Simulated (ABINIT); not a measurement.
The system is Sb.

```
CELL_PARAMETERS angstrom
2.15420 1.24373 3.75800
-2.15420 1.24373 3.75800
0.00000 -2.48746 3.75800
ATOMIC_POSITIONS crystal
Sb 0.76651 0.76651 0.76651
Sb 0.23349 0.23349 0.23349
```

Base run:

```yaml
Program: ABINIT 10.8.3 (patched build)
Functional: WC
Potentials_or_basis: JTH PAW PBE v2.0
Cutoff: 517 eV
k_mesh: 8 × 8 × 8
Occupations: fermi-dirac, width 0.05 eV
Spin: no spin polarisation
```

Its results: band gap on the k mesh none (metal or under the smearing width); pressure 0.0 GPa; largest force 0.121 eV/Å.

Task: After a change of settings the same cell gave: band gap on the k mesh none (metal or under the smearing width); pressure 2.5 GPa; largest force 0.150 eV/Å. Which change was it?
A. functional from WC to SCAN
B. functional from WC to PW91
C. functional from WC to r2SCAN
D. functional from WC to AM05

Result: B.

PW91 binds less tightly than WC, so the same cell stands under more pressure.

Caveats: the PAW data sets were made with another functional, which shifts forces and pressure a little; spin-orbit coupling is left out, which moves the levels of the heavy elements.

Runs at the PBE level aren't shown here.
